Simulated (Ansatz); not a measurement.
NiO:

```
Ni O
1.0
     0.00000    2.24063    2.24063
     2.24063    0.00000    2.24063
     2.24063    2.24063    0.00000
Ni O
1 1
Cartesian
  0.0000 0.0000 0.0000
  3.3609 3.3609 3.3609
```

The cell was built by a generator and needn't be a form met in nature.

Base run:

| Property | Result |
| --- | --- |
| Program | Ansatz 0.2.0 |
| Functional | RPBE |
| Potentials or basis | Ansatz PAW |
| Cutoff | 420 eV (not typed: the program's choice for these potentials) |
| k mesh | 7 × 7 × 7 |
| Occupations | fermi-dirac, width 0.05 eV |
| Spin | collinear spin, ferromagnetic start |
| Starting moments | [1.0, 0.0] μB |

Its results: band gap on the k mesh none (metal or under the smearing width); pressure 5.2 GPa; net moment 1.95 μB per cell; site moments Ni +1.48; O +0.37 μB.

The run is repeated on the same cell with these changes: functional from RPBE to PBE. What comes out?

Band gap on the k mesh none (metal or under the smearing width); pressure -0.3 GPa; net moment 1.89 μB per cell; site moments Ni +1.44; O +0.36 μB.

PBE binds more tightly than RPBE, so the same cell stands under less pressure.

Caveats: a cell with one magnetic atom can't hold antiferromagnetic order, which such compounds often take; semilocal functionals often make such compounds metallic where correlation or magnetic order opens a gap, which also shifts bond lengths; the PAW data sets come from PBE, with cores solved anew for the run's functional, which leaves a small shift of forces and pressure (some runs).
